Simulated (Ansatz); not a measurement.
**NaCl and the effect of the dispersion correction**

The cell as given:

The structure is cubic, space group Fm-3m (No. 225). Conventional cell: a = 5.588 Å, b = 5.588 Å, c = 5.588 Å, α = 90.00°, β = 90.00°, γ = 90.00°. Around Cl (site symmetry m-3m) lie 6 Na at 2.79 Å. Na (site symmetry m-3m) has 6 Cl at 2.79 Å as nearest neighbours.

The cell is a database's computed one, not the measured one.

Kept alike: task relaxation of cell and atoms; functional PBEsol; k mesh 8 × 8 × 8; occupations fermi-dirac, width 0.05 eV; no spin polarisation. Program: Ansatz, Ansatz PAW, cutoff 420 eV. The mesh is that of the run's cell of 2 atoms. No spin-orbit coupling.

```csv
dispersion correction,band gap (eV),volume (Å³/atom)
D3(BJ),5.236,20.749
D3(BJ)-ATM,5.204,20.914
D4,5.071,21.628
none,5.011,21.976
```

Gaps hold for each row's own relaxed cell. The relaxations keep at least the cell's symmetry (Fm-3m). Relaxations stop with a little pressure left, so the last digits of a volume or edge aren't settled. A gap read on the mesh alone can miss an edge between its points. All rows use potentials made for PBE.

Task: What does the dispersion correction change here?

Result: The band gap runs from 5.011 (none) to 5.236 eV (D3(BJ)). The volume runs from 20.749 (D3(BJ)) to 21.976 Å³/atom (none). Against no correction: D3(BJ) -5.6 %; D3(BJ)-ATM -4.8 %; D4 -1.6 %. Dispersion terms mostly attract and so lower the volume; the schemes' coefficients and damping set how far.
